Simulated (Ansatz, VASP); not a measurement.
## GaAs in VASP and in Ansatz

```
Ga As
1.0
     0.00000    2.82893    2.82893
     2.82893    0.00000    2.82893
     2.82893    2.82893    0.00000
Ga As
1 1
Direct
  0.00000 0.00000 0.00000
  0.25000 0.25000 0.25000
```

Alike in both runs: functional PBEsol; k mesh 10 × 10 × 10; occupations gaussian, width 0.05 eV; no spin polarisation.

Ansatz relaxed the structure, and its values are those at the end. VASP's run is a single point on that final structure, the one shown.

|  | VASP | Ansatz |
| --- | --- | --- |
| version | VASP 6.6.1 | Ansatz 0.2.0 |
| potentials or method | VASP PAW PBE potentials, release 64 (Ga_d, As) | scalar-relativistic, plane waves, PAW |
| plane-wave cutoff (eV) | 520 | 420 |
| valence electrons in the cell | 18 | 28 |

```tsv
	VASP	Ansatz	Ansatz less VASP
gap on the k mesh at the Fermi level (eV)	0.44	0.43	-0.014
least direct gap on the mesh (eV)	0.44	0.43	-0.014
pressure (GPa)	0.2	0.0	-0.16
```

With one functional, cell and mesh, what is left measures potentials, basis and numerics. The two sets of potentials don't hold the same shells in valence.

Caveats: the PAW data sets were made with another functional, which shifts forces and pressure a little (VASP).
